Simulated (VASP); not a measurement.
# ZnSn15O16 (a cell with a defect) in VASP: electric field gradients with PBE

Aim: the electric field gradients of ZnSn15O16 (a cell with a defect) with PBE.

All numbers are computed with VASP 6.6.1; they aren't measurements. Logs are shortened: lines on timing, memory, paths and dates and some standing lists are left out, and cuts for length are marked.

**1. Starting point**

The cell holds a defect, 32 atoms: a = 7.627 Å, b = 7.627 Å, c = 9.774 Å, α = 90.00°, β = 90.00°, γ = 90.00°.

**2. Electric field gradients, PBE**

Contents of INCAR:

```
PREC = Accurate
ENCUT = 520
EDIFF = 1E-8
ISMEAR = -1
SIGMA = 0.01
LREAL = Auto
LASPH = True
NELM = 100
ALGO = Fast
ISIF = 2
LWAVE = False
LCHARG = False
GGA = PE
LEFG = True
NBANDS = 181
```

Contents of KPOINTS:

```
Automatic mesh
0
Gamma
  3 3 2
```

Contents of POSCAR:

```
ZnSn15O16
1.0
    7.6273904400      0.0000000000      0.0000000000
    0.0000000000      7.6273904400      0.0000000000
    0.0000000000      0.0000000000      9.7738266000
Zn Sn O
1 15 16
Direct
    0.0000000000      0.2500000000      0.1176869300
    0.0000000000      0.2500000000      0.6176869300
    0.0000000000      0.7500000000      0.1176869300
    0.0000000000      0.7500000000      0.6176869300
    0.5000000000      0.2500000000      0.1176869300
    0.5000000000      0.2500000000      0.6176869300
    0.5000000000      0.7500000000      0.1176869300
    0.5000000000      0.7500000000      0.6176869300
    0.2500000000      0.0000000000      0.3823130700
    0.2500000000      0.0000000000      0.8823130700
    0.2500000000      0.5000000000      0.3823130700
    0.2500000000      0.5000000000      0.8823130700
    0.7500000000      0.0000000000      0.3823130700
    0.7500000000      0.0000000000      0.8823130700
    0.7500000000      0.5000000000      0.3823130700
    0.7500000000      0.5000000000      0.8823130700
    0.2500000000      0.2500000000      0.0000000000
    0.2500000000      0.2500000000      0.5000000000
    0.2500000000      0.7500000000      0.0000000000
    0.2500000000      0.7500000000      0.5000000000
    0.7500000000      0.2500000000      0.0000000000
    0.7500000000      0.2500000000      0.5000000000
    0.7500000000      0.7500000000      0.0000000000
    0.7500000000      0.7500000000      0.5000000000
    0.0000000000      0.0000000000      0.0000000000
    0.0000000000      0.0000000000      0.5000000000
    0.0000000000      0.5000000000      0.0000000000
    0.0000000000      0.5000000000      0.5000000000
    0.5000000000      0.0000000000      0.0000000000
    0.5000000000      0.0000000000      0.5000000000
    0.5000000000      0.5000000000      0.0000000000
    0.5000000000      0.5000000000      0.5000000000
```

Potentials or basis: VASP PAW PBE potentials, release 64 (Zn, Sn_d, O).

Run with:

```bash
> cat potpaw_PBE.64/Zn/POTCAR potpaw_PBE.64/Sn_d/POTCAR potpaw_PBE.64/O/POTCAR > POTCAR
> mpirun -np 1 vasp_std > vasp.out
```

OUTCAR:

```text
PREC = Accurate
   ENCUT = 520
   EDIFF = 1E-8
   ISMEAR = -1
   LREAL = Auto
   LASPH = True
   NELM = 100
   ISIF = 2
   GGA = PE

 ion  position               nearest neighbor table
   1  0.000  0.250  0.118-  17 2.23  21 2.23  25 2.23  27 2.23
   2  0.000  0.250  0.618-  18 2.23  22 2.23  26 2.23  28 2.23   9 3.54  11 3.54  13 3.54  15 3.54
                            10 3.74  14 3.74  12 3.74  16 3.74
   3  0.000  0.750  0.118-  19 2.23  23 2.23  25 2.23  27 2.23  10 3.54  12 3.54  14 3.54  16 3.54
                            13 3.74  11 3.74  15 3.74   9 3.74
   4  0.000  0.750  0.618-  20 2.23  24 2.23  26 2.23  28 2.23   9 3.54  11 3.54  13 3.54  15 3.54
                            10 3.74  14 3.74  12 3.74  16 3.74
   5  0.500  0.250  0.118-  17 2.23  21 2.23  29 2.23  31 2.23  10 3.54  12 3.54  14 3.54  16 3.54
                            13 3.74  11 3.74  15 3.74   9 3.74
   6  0.500  0.250  0.618-  18 2.23  22 2.23  30 2.23  32 2.23   9 3.54  11 3.54  13 3.54  15 3.54
                            10 3.74  14 3.74  12 3.74  16 3.74
   7  0.500  0.750  0.118-  19 2.23  23 2.23  29 2.23  31 2.23  10 3.54  12 3.54  14 3.54  16 3.54
                            13 3.74  11 3.74  15 3.74   9 3.74
   8  0.500  0.750  0.618-  20 2.23  24 2.23  30 2.23  32 2.23   9 3.54  11 3.54  13 3.54  15 3.54
                            10 3.74  14 3.74  12 3.74  16 3.74
   9  0.250  0.000  0.382-  18 2.23  20 2.23  26 2.23  30 2.23   2 3.54   4 3.54   6 3.54   8 3.54
                             7 3.74   5 3.74   3 3.74
[... 16 lines left out ...]
  19  0.250  0.750  0.000-   3 2.23   7 2.23  10 2.23  12 2.23
  20  0.250  0.750  0.500-   4 2.23   8 2.23   9 2.23  11 2.23
  21  0.750  0.250  0.000-   1 2.23   5 2.23  14 2.23  16 2.23
  22  0.750  0.250  0.500-   2 2.23   6 2.23  13 2.23  15 2.23
[... 8 lines left out ...]
  31  0.500  0.500  0.000-   5 2.23   7 2.23  12 2.23  16 2.23
  32  0.500  0.500  0.500-   6 2.23   8 2.23  11 2.23  15 2.23

  LATTYP: Found a simple tetragonal cell.
 ALAT       =     7.6273904400
 C/A-ratio  =     1.2814116016

  Lattice vectors:

 A1 = (   7.6273904400,   0.0000000000,   0.0000000000)
 A2 = (   0.0000000000,   7.6273904400,   0.0000000000)
 A3 = (   0.0000000000,   0.0000000000,   9.7738266000)

Analysis of symmetry for initial positions (statically):
=====================================================================
 Subroutine PRICEL returns:
 Original cell was already a primitive cell.

 Routine SETGRP: Setting up the symmetry group for a
 simple tetragonal supercell.

 Subroutine GETGRP returns: Found  8 space group operations
 (whereof  2 operations were pure point group operations)
 out of a pool of 16 trial point group operations.

The static configuration has the point symmetry C_1h.
 The point group associated with its full space group is C_4v.
[... 1263 lines left out ...]
  Total        6.9735836      6.9735836      4.1614921      0.0000000      0.0000000      0.0000000
  in kB       19.6494322     19.6494322     11.7258159      0.0000000      0.0000000      0.0000000
  external PRESSURE =      17.0082268 kB  Pullay stress =       0.0000000 kB

 VOLUME and BASIS-vectors are now :
 -----------------------------------------------------------------------------
  energy-cutoff  :      520.00
  volume of cell :      568.61
      direct lattice vectors                 reciprocal lattice vectors
     7.627390440  0.000000000  0.000000000     0.131106439  0.000000000  0.000000000
     0.000000000  7.627390440  0.000000000     0.000000000  0.131106439  0.000000000
     0.000000000  0.000000000  9.773826600     0.000000000  0.000000000  0.102314072

 POSITION                                       TOTAL-FORCE (eV/Angst)
 -----------------------------------------------------------------------------------
      0.00000      1.90685      1.15025        -0.000000      0.000000     -1.710350
      0.00000      1.90685      6.03716        -0.000000      0.000000      0.561486
      0.00000      5.72054      1.15025        -0.000000      0.000000      0.055663
      0.00000      5.72054      6.03716        -0.000000      0.000000      0.580749
      3.81370      1.90685      1.15025        -0.000000      0.000000      0.055663
      3.81370      1.90685      6.03716        -0.000000      0.000000      0.580749
[... 24 lines left out ...]
      3.81370      3.81370      0.00000        -0.000000      0.237936      0.031757
      3.81370      3.81370      4.88691        -0.000000      0.033627     -0.136700
 -----------------------------------------------------------------------------------
    total drift:                                0.000000      0.000000      0.008011

  FREE ENERGIE OF THE ION-ELECTRON SYSTEM (eV)
  ---------------------------------------------------
  free  energy   TOTEN  =      -177.8037800602 eV

  energy  without entropy=     -177.8037800602  energy(sigma->0) =     -177.80378006

 Electric field gradients (V/A^2)
---------------------------------------------------------------------
 ion       V_xx      V_yy      V_zz      V_xy      V_xz      V_yz
---------------------------------------------------------------------
   1     -11.191   -11.191    22.382    -0.000     0.000    -0.000
   2      80.412    80.412  -160.825    -0.000    -0.000     0.000
   3     106.310    71.664  -177.973     0.000    -0.000     0.000
   4      82.988    76.877  -159.865     0.000    -0.000    -0.000
   5      71.664   106.310  -177.973     0.000    -0.000    -0.000
   6      76.877    82.988  -159.865    -0.000    -0.000     0.000
[... 24 lines left out ...]
  31      -4.921    -3.117     8.038     0.000    -0.000    -0.302
  32       1.377    -5.111     3.735     0.000     0.000    -0.399
---------------------------------------------------------------------

 Electric field gradients after diagonalization (V/A^2)
 (convention: |V_zz| > |V_xx| > |V_yy|)
----------------------------------------------------------------------
 ion       V_xx      V_yy      V_zz     asymmetry (V_yy - V_xx)/ V_zz
----------------------------------------------------------------------
   1     -11.191   -11.191    22.382       0.000
   2      80.412    80.412  -160.825       0.000
   3     106.310    71.664  -177.973       0.195
   4      82.988    76.877  -159.865       0.038
   5     106.310    71.664  -177.973       0.195
   6      82.988    76.877  -159.865       0.038
[... 24 lines left out ...]
  31      -4.921    -3.125     8.046       0.223
  32       3.753     1.377    -5.129       0.463
----------------------------------------------------------------------

           NMR quadrupolar parameters

 Cq : quadrupolar parameter    Cq=e*Q*V_zz/h
 eta: asymmetry parameters     (V_yy - V_xx)/ V_zz
 Q  : nuclear electric quadrupole moment in mb (millibarn)
----------------------------------------------------------------------
 ion       Cq(MHz)       eta       Q (mb)
----------------------------------------------------------------------
   1       0.054       0.000       1.000
   2      -0.389       0.000       1.000
   3      -0.430       0.195       1.000
   4      -0.387       0.038       1.000
   5      -0.430       0.195       1.000
   6      -0.387       0.038       1.000
[... 24 lines left out ...]
  31       0.019       0.223       1.000
  32      -0.012       0.463       1.000
----------------------------------------------------------------------
```

OSZICAR:

```text
N       E                     dE             d eps       ncg     rms          rms(c)
DAV:   1     0.593000761604E+04    0.59300E+04   -0.13184E+05  2220   0.269E+03
DAV:   2     0.136561386894E+04   -0.45644E+04   -0.44463E+04  2172   0.844E+02
DAV:   3     0.183818849979E+02   -0.13472E+04   -0.12687E+04  2322   0.330E+02
[... 14 lines left out ...]
RMM:  18    -0.177803780170E+03    0.22009E-05   -0.56610E-06  3059   0.508E-03    0.308E-03
RMM:  19    -0.177803780112E+03    0.57225E-07   -0.51627E-06  2896   0.383E-03    0.207E-03
RMM:  20    -0.177803780074E+03    0.38257E-07   -0.50866E-07  2572   0.181E-03    0.771E-04
RMM:  21    -0.177803780061E+03    0.12682E-07   -0.20789E-07  2533   0.954E-04    0.131E-04
RMM:  22    -0.177803780060E+03    0.12806E-08   -0.43986E-08  2100   0.504E-04
   1 F= -.17780378E+03 E0= -.17780378E+03  d E =-.194762E-11
```

Wall time 21 min (1 thread of Intel Xeon Platinum 8488C (Sapphire Rapids), shared host); peak memory 0.86 GiB.

Results:

* Free energy: -177.8038 eV
* Pressure: 1.7 GPa
* Largest force: 1.710 eV/Å
* Band gap on the k mesh: 0.50 eV, indirect (least direct gap 0.69 eV)

Forces on the atoms (eV/Å):
```
Zn   0.000  0.000 -1.710
Sn   0.000  0.000  0.561
Sn   0.000  0.000  0.056
Sn   0.000  0.000  0.581
Sn   0.000  0.000  0.056
Sn   0.000  0.000  0.581
Sn   0.000  0.000  0.208
Sn   0.000  0.000  0.602
Sn  -0.152  0.152 -0.572
Sn  -0.423  0.423  0.169
Sn  -0.152 -0.152 -0.572
Sn  -0.423 -0.423  0.169
Sn   0.152  0.152 -0.572
Sn   0.423  0.423  0.169
Sn   0.152 -0.152 -0.572
Sn   0.423 -0.423  0.169
O    0.106  0.000  0.249
O    0.086  0.000  0.025
O    0.238  0.000  0.032
O    0.034  0.000 -0.137
O   -0.106  0.000  0.249
O   -0.086  0.000  0.025
O   -0.238  0.000  0.032
O   -0.034  0.000 -0.137
O    0.000 -0.106  0.249
O    0.000 -0.086  0.025
O    0.000  0.106  0.249
O    0.000  0.086  0.025
O    0.000 -0.238  0.032
O    0.000 -0.034 -0.137
O    0.000  0.238  0.032
O    0.000  0.034 -0.137
```

Levels at points of the mesh, in eV from the valence-band top:
```tsv
k point	band 157	band 158	band 159	band 160	band 161	band 162
(0.00, 0.00, 0.00)	-1.22	-1.21	-0.15	0.72	0.72	0.79
(0.00, 0.00, 0.50)	-1.45	-0.59	-0.19	0.50	1.43	1.43
```

Electric field gradients, principal values (V/Å²):
```tsv
atom	Vxx	Vyy	Vzz
1 Zn	-11.191	-11.191	22.382
2 Sn	80.412	80.412	-160.825
3 Sn	71.664	106.310	-177.973
4 Sn	76.877	82.988	-159.865
5 Sn	71.664	106.310	-177.973
6 Sn	76.877	82.988	-159.865
7 Sn	85.133	85.133	-170.265
8 Sn	79.591	79.591	-159.183
9 Sn	79.069	79.870	-158.938
10 Sn	75.393	87.126	-162.519
11 Sn	79.069	79.870	-158.938
12 Sn	75.393	87.126	-162.519
13 Sn	79.069	79.870	-158.938
14 Sn	75.393	87.126	-162.519
15 Sn	79.069	79.870	-158.938
16 Sn	75.393	87.126	-162.519
17 O	-1.876	-23.266	25.142
18 O	0.583	0.731	-1.313
19 O	-3.125	-4.921	8.046
20 O	1.377	3.753	-5.129
21 O	-1.876	-23.266	25.142
22 O	0.583	0.731	-1.313
23 O	-3.125	-4.921	8.046
24 O	1.377	3.753	-5.129
25 O	-1.876	-23.266	25.142
26 O	0.583	0.731	-1.313
27 O	-1.876	-23.266	25.142
28 O	0.583	0.731	-1.313
29 O	-3.125	-4.921	8.046
30 O	1.377	3.753	-5.129
31 O	-3.125	-4.921	8.046
32 O	1.377	3.753	-5.129
```

Caveat: spin-orbit coupling is left out, which moves the levels of the heavy elements. Expect the measured gap to be larger: semilocal functionals such as PBE lack the derivative discontinuity.
